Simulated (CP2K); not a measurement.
# Sb (Fm-3m) in CP2K: settings compared

One crystal, Sb, is run at these levels: PBEsol, LDA; tasks: band structure.

Program: CP2K 2026.2. These are calculated values, not measurements. Logs are shortened: lines on timing, memory, paths and dates and some standing lists are left out, and cuts for length are marked.

**1. The structure**

It takes space group Fm-3m (No. 225, cubic). The conventional cell has a = 4.742 Å, b = 4.742 Å, c = 4.742 Å, α = 90.00°, β = 90.00°, γ = 90.00°. Around Sb (site symmetry m-3m) lie 12 Sb at 3.35 Å.

This isn't the form of Sb at room conditions, which is rhombohedral.

**2. Band structure, PBEsol**

sb_bands.inp

```
&GLOBAL
  PROJECT sb_bands
  RUN_TYPE ENERGY_FORCE
  PRINT_LEVEL LOW
&END GLOBAL
&FORCE_EVAL
  METHOD QS
  STRESS_TENSOR ANALYTICAL
  &DFT
    BASIS_SET_FILE_NAME BASIS_MOLOPT_UZH
    POTENTIAL_FILE_NAME POTENTIAL_UZH
    &MGRID
      CUTOFF 450
      REL_CUTOFF 60
      NGRIDS 4
    &END MGRID
    &QS
      METHOD GPW
      EPS_DEFAULT 1.0E-9
    &END QS
    &KPOINTS
      SCHEME MONKHORST-PACK 10 10 10
      GAMMA_CENTERED T
      SYMMETRY T
      SYMMETRY_BACKEND SPGLIB
    &END KPOINTS
    &SCF
      SCF_GUESS ATOMIC
      EPS_SCF 1.0E-6
      MAX_SCF 100
      ADDED_MOS 8
      CHOLESKY OFF
      EPS_EIGVAL 1.0E-7
      &DIAGONALIZATION ON
        ALGORITHM STANDARD
      &END DIAGONALIZATION
      &MIXING ON
        METHOD BROYDEN_MIXING
        ALPHA 0.4
        BETA 1.5
        NBUFFER 8
      &END MIXING
      &SMEAR ON
        METHOD FERMI_DIRAC
        ELECTRONIC_TEMPERATURE [K] 116.045
      &END SMEAR
    &END SCF
    &XC
      &XC_FUNCTIONAL
        &GGA_X_PBE_SOL
        &END GGA_X_PBE_SOL
        &GGA_C_PBE_SOL
        &END GGA_C_PBE_SOL
      &END XC_FUNCTIONAL
    &END XC
    &PRINT
      &KPOINTS ON
      &END KPOINTS
      &MULLIKEN ON
      &END MULLIKEN
      &MO ON
        ENERGIES T
        OCCUPATION_NUMBERS T
        &EACH
          QS_SCF 0
        &END EACH
        ADD_LAST NUMERIC
      &END MO
      &BAND_STRUCTURE
        FILE_NAME bands.bs
        ADDED_MOS 2
        &KPOINT_SET
          UNITS B_VECTOR
          NPOINTS 6
          SPECIAL_POINT GAMMA 0.00000000 0.00000000 0.00000000
          SPECIAL_POINT X 0.50000000 0.00000000 0.50000000
          SPECIAL_POINT W 0.50000000 0.25000000 0.75000000
          SPECIAL_POINT K 0.37500000 0.37500000 0.75000000
          SPECIAL_POINT GAMMA 0.00000000 0.00000000 0.00000000
          SPECIAL_POINT L 0.50000000 0.50000000 0.50000000
          SPECIAL_POINT U 0.62500000 0.25000000 0.62500000
          SPECIAL_POINT W 0.50000000 0.25000000 0.75000000
          SPECIAL_POINT L 0.50000000 0.50000000 0.50000000
          SPECIAL_POINT K 0.37500000 0.37500000 0.75000000
        &END KPOINT_SET
        &KPOINT_SET
          UNITS B_VECTOR
          NPOINTS 6
          SPECIAL_POINT U 0.62500000 0.25000000 0.62500000
          SPECIAL_POINT X 0.50000000 0.00000000 0.50000000
        &END KPOINT_SET
      &END BAND_STRUCTURE
    &END PRINT
  &END DFT
  &SUBSYS
    &CELL
      ABC 3.3534433337 3.3534433338 3.3534433337
      ALPHA_BETA_GAMMA 59.9999999999 59.9999999992 59.9999999998
      PERIODIC XYZ
    &END CELL
    &COORD
      SCALED
      Sb  0.0000000000 0.0000000000 0.0000000000
    &END COORD
    &KIND Sb
      BASIS_SET TZVP-MOLOPT-PBE-GTH-q5
      POTENTIAL GTH-PBE-q5
    &END KIND
    &PRINT
      &ATOMIC_COORDINATES ON
      &END ATOMIC_COORDINATES
      &CELL ON
      &END CELL
    &END PRINT
  &END SUBSYS
  &PRINT
    &FORCES ON
    &END FORCES
    &STRESS_TENSOR ON
    &END STRESS_TENSOR
  &END PRINT
&END FORCE_EVAL
```

Potentials or basis: POTENTIAL_UZH Sb GTH-PBE-q5; TZVP-MOLOPT-PBE-GTH basis.

Launch:

```sh
> OMP_NUM_THREADS=1 cp2k.psmp -i sb_bands.inp -o sb_bands.out
```

sb_bands.out:

```text

 CP2K| version string:                                       CP2K version 2026.2
 CP2K| Input file name                                              sb_bands.inp

 GLOBAL| Force Environment number                                              1
 GLOBAL| Basis set file name                                    BASIS_MOLOPT_UZH
 GLOBAL| Potential file name                                       POTENTIAL_UZH
 GLOBAL| MM Potential file name                                     MM_POTENTIAL
 GLOBAL| Coordinate file name                                      __STD_INPUT__
 GLOBAL| Method name                                                        CP2K
 GLOBAL| Project name                                                   sb_bands
 GLOBAL| Run type                                                   ENERGY_FORCE
 GLOBAL| FFT library                                                       FFTW3
[... 8 lines left out ...]
 GLOBAL| CPU model name                                                  UNKNOWN

 CELL| Volume [angstrom^3]:                                            26.666003
 CELL| Vector a [angstrom]:       3.353     0.000     0.000   |a| =     3.353443
 CELL| Vector b [angstrom]:       1.677     2.904     0.000   |b| =     3.353443
 CELL| Vector c [angstrom]:       1.677     0.968     2.738   |c| =     3.353443
 CELL| Angle (b,c), alpha [degree]:                                    60.000000
 CELL| Angle (a,c), beta  [degree]:                                    60.000000
 CELL| Angle (a,b), gamma [degree]:                                    60.000000
 CELL| Numerically orthorhombic:                                              NO
 CELL| Periodicity                                                           XYZ

 CELL_REF| Volume [angstrom^3]:                                        26.666003
 CELL_REF| Vector a [angstrom     3.353     0.000     0.000   |a| =     3.353443
 CELL_REF| Vector b [angstrom     1.677     2.904     0.000   |b| =     3.353443
 CELL_REF| Vector c [angstrom     1.677     0.968     2.738   |c| =     3.353443
 CELL_REF| Angle (b,c), alpha [degree]:                                60.000000
 CELL_REF| Angle (a,c), beta  [degree]:                                60.000000
 CELL_REF| Angle (a,b), gamma [degree]:                                60.000000
 CELL_REF| Numerically orthorhombic:                                          NO
 CELL_REF| Periodicity                                                       XYZ
[... 9 lines left out ...]
 TOTAL NUMBERS AND MAXIMUM NUMBERS

  Total number of            - Atomic kinds:                                   1
                             - Atoms:                                          1
                             - Shell sets:                                     1
                             - Shells:                                         7
                             - Primitive Cartesian functions:                  4
                             - Cartesian basis functions:                     18
                             - Spherical basis functions:                     17

  Maximum angular momentum of- Orbital basis functions:                        2
                             - Local part of the GTH pseudopotential:          0
                             - Non-local part of the GTH pseudopotential:      4

 MODULE QUICKSTEP: ATOMIC COORDINATES IN ANGSTROM

   Atom Kind Element         X             Y             Z       Z(eff)     Mass
      1    1 Sb   51      0.000000      0.000000      0.000000   5.0000 121.7600

 SCF PARAMETERS         Density guess:                                    ATOMIC
                        --------------------------------------------------------
                        max_scf:                                             100
[... 7 lines left out ...]
                        --------------------------------------------------------
                        level_shift [a.u.]:                             0.000000
                        added MOs                                         8    0
                        --------------------------------------------------------
                        Mixing method:                            BROYDEN_MIXING
                                                charge density mixing in g-space
                        --------------------------------------------------------
                        Smear method:                                FERMI_DIRAC
                        Electronic temperature [K]:                        116.0
                        Electronic temperature [a.u.]:                  3.67E-04
                        Accuracy threshold:                             1.00E-10
                        --------------------------------------------------------
                        No outer SCF

 *******************************************************************************
[... 62 lines left out ...]
 Number of independent orbital functions:                                     17

 SCF WAVEFUNCTION OPTIMIZATION

  Step     Update method      Time    Convergence         Total energy    Change
  ------------------------------------------------------------------------------
     1 NoMix/Diag. 0.40E+00    0.7     0.72086472        -5.5958812501 -5.60E+00
     2 Broy./Diag. 0.40E+00    0.6     0.01750117        -5.6218634593 -2.60E-02
     3 Broy./Diag. 0.40E+00    0.6     0.06493123        -5.5390803095  8.28E-02
     4 Broy./Diag. 0.40E+00    0.6     0.00052126        -5.5159928494  2.31E-02
     5 Broy./Diag. 0.40E+00    0.6     0.00124931        -5.5113560613  4.64E-03
     6 Broy./Diag. 0.40E+00    0.6     0.00014853        -5.5110005987  3.55E-04
     7 Broy./Diag. 0.40E+00    0.6     0.00004431        -5.5109873036  1.33E-05
     8 Broy./Diag. 0.40E+00    0.6     0.00001809        -5.5110410206 -5.37E-05
     9 Broy./Diag. 0.40E+00    0.6     0.00000364        -5.5110527253 -1.17E-05
    10 Broy./Diag. 0.40E+00    0.6     0.00000423        -5.5110580293 -5.30E-06
    11 Broy./Diag. 0.40E+00    0.6     0.00000042        -5.5110580637 -3.44E-08

  *** SCF run converged in    11 steps ***

  Electronic density on regular grids:         -5.0000000001       -0.0000000001
  Core density on regular grids:                4.9999999841       -0.0000000159
  Total charge density on r-space grids:       -0.0000000161
  Total charge density g-space grids:          -0.0000000161

  Overlap energy of the core charge distribution:               0.00000000000073
  Self energy of the core charge distribution:                -11.95317330209555
  Core Hamiltonian energy:                                      2.43037329290973
  Hartree energy:                                               5.40317212195216
  Exchange-correlation energy:                                 -1.39140706199354
  Electronic entropic energy:                                  -0.00002311445818
  Fermi energy:                                                 0.24128521604337

  Total energy:                                                -5.51105806368258
  Total energy (extrapolated to T->0):                         -5.51104650645349

 MO| EIGENVALUES AND OCCUPATION NUMBERS FOR K POINT 1
 MO|
 MO|  Index      Eigenvalue [a.u.]        Eigenvalue [eV]             Occupation
 MO|      1              -0.125312              -3.409902               2.000000
 MO|      2               0.069949               1.903410               2.000000
 MO|      3               0.389578              10.600944               0.000000
 MO|      4               0.389578              10.600964               0.000000
 MO|      5               0.569569              15.498750               0.000000
 MO|      6               0.636493              17.319844               0.000000
 MO|      7               0.636493              17.319852               0.000000
 MO|      8               0.891090              24.247787               0.000000
 MO|      9               1.000484              27.224549               0.000000
 MO|     10               1.000489              27.224697               0.000000
 MO|     11               1.390623              37.840764               0.000000
 MO| Sum:                                                               4.000000
 MO| E(Fermi):            0.241285 a.u.          6.565705 eV
[... 211 lines left out ...]
 MO|      1              -0.077280              -2.102900               2.000000
 MO|      2               0.124186               3.379265               2.000000
 MO|      3               0.226249               6.156542               2.000000
 MO|      4               0.245395               6.677530               0.000028
 MO|      5               0.489406              13.317419               0.000000
 MO|      6               0.515701              14.032936               0.000000
 MO|      7               0.859987              23.401445               0.000000
 MO|      8               1.016945              27.672490               0.000000
 MO|      9               1.020253              27.762485               0.000000
 MO|     10               1.200948              32.679453               0.000000
 MO|     11               1.246180              33.910277               0.000000
 MO| Sum:                                                               6.000028
 MO| E(Fermi):            0.241285 a.u.          6.565705 eV
 MO| Band gap:            0.019146 a.u.          0.520988 eV

 [... the levels of further k-points ...]

 !-----------------------------------------------------------------------------!
                     Mulliken Population Analysis

 #  Atom  Element  Kind  Atomic population                           Net charge
       1     Sb       1          5.000000                             -0.000000
 # Total charge                              5.000000                 -0.000000

 !-----------------------------------------------------------------------------!

 KPOINTS| Band Structure Calculation
 KPOINTS| Number of k-point sets                                               2
 KPOINTS| Number of added MOs/bands                                            2
 KPOINTS| Number of k-points in set    1                                      55
 KPOINTS| In units of b-vector [2pi/Bohr]
 KPOINTS| Special point     1       GAMMA     0.000000     0.000000     0.000000
 KPOINTS| Special point     2           X     0.500000     0.000000     0.500000
 KPOINTS| Special point     3           W     0.500000     0.250000     0.750000
 KPOINTS| Special point     4           K     0.375000     0.375000     0.750000
 KPOINTS| Special point     5       GAMMA     0.000000     0.000000     0.000000
 KPOINTS| Special point     6           L     0.500000     0.500000     0.500000
 KPOINTS| Special point     7           U     0.625000     0.250000     0.625000
 KPOINTS| Special point     8           W     0.500000     0.250000     0.750000
 KPOINTS| Special point     9           L     0.500000     0.500000     0.500000
 KPOINTS| Special point    10           K     0.375000     0.375000     0.750000
 KPOINTS| Number of k-points in set    2                                       7
 KPOINTS| In units of b-vector [2pi/Bohr]
 KPOINTS| Special point     1           U     0.625000     0.250000     0.625000
 KPOINTS| Special point     2           X     0.500000     0.000000     0.500000

 ENERGY| Total FORCE_EVAL ( QS ) energy [hartree]             -5.511058380510095

 FORCES| Atomic forces [hartree/bohr]
 FORCES|   Atom     x               y               z               |f|
 FORCES|      1  1.30228700E-15 -1.10306842E-15  9.14066320E-17   1.70911279E-15
 FORCES| Sum     1.30228700E-15 -1.10306842E-15  9.14066320E-17
 FORCES| Total atomic force                                       1.70911279E-15

 STRESS| Analytical stress tensor [bar]
 STRESS|                        x                   y                   z
 STRESS|      x        2.20895873586E+04  -3.11385433661E-01  -3.75930925896E-01
 STRESS|      y       -3.11385433661E-01   2.20890077587E+04   3.84484994734E-01
 STRESS|      z       -3.75930925896E-01   3.84484994734E-01   2.20887623557E+04
 STRESS| 1/3 Trace                                             2.20891191577E+04
 STRESS| Determinant                                           1.07779258990E+13

 STRESS| Eigenvectors and eigenvalues of the analytical stress tensor [bar]
 STRESS|                        1                   2                   3
 STRESS| Eigenvalues   2.20884645852E+04   2.20889522480E+04   2.20899406398E+04
 STRESS|      x           0.139023761795      0.573207339744      0.807530642960
 STRESS|      y          -0.517812970088      0.737166350063     -0.434114616598
 STRESS|      z           0.844122101159      0.357797593619     -0.399297834124
```

Wall time 7.9 s (1 thread of Arm Neoverse V2, shared host); peak memory 0.21 GiB.

What came out:

| Property | Result |
| --- | --- |
| Free energy | -149.9635 eV |
| Pressure | 2.2 GPa |
| Band gap on the k mesh | none (metal or under the smearing width) |

Levels at the corners of the path, in eV from the Fermi level:
```csv
point,band 1,band 2,band 3,band 4,band 5,band 6,band 7,band 8
Γ,-12.99,5.63,5.63,5.63,11.28,11.28,11.28,12.66
X,-7.46,-4.99,0.52,0.52,4.73,5.15,22.87,22.87
W,-7.18,-3.21,-3.21,-1.56,9.68,13.17,13.17,14.32
K,-7.46,-4.09,-3.07,1.36,5.86,11.18,16.73,18.13
Γ,-12.99,5.63,5.63,5.63,11.28,11.28,11.28,12.66
L,-9.13,-5.92,3.94,3.94,8.77,10.44,10.44,17.96
U,-7.46,-4.09,-3.07,1.36,5.86,11.18,16.73,18.13
W,-7.18,-3.21,-3.21,-1.56,9.68,13.17,13.17,14.32
L,-9.13,-5.92,3.94,3.94,8.77,10.44,10.44,17.96
K,-7.46,-4.09,-3.07,1.36,5.86,11.18,16.73,18.13
U,-7.46,-4.09,-3.07,1.36,5.86,11.18,16.73,18.13
X,-7.46,-4.99,0.52,0.52,4.73,5.15,22.87,22.87
```

Caveat: the potentials were made for another functional, which shifts forces and pressure; spin-orbit coupling is left out, which moves the levels of the heavy elements; the basis of atomic orbitals isn't converged, which shifts pressures, moduli and gaps.

[end of part 1 of 2]
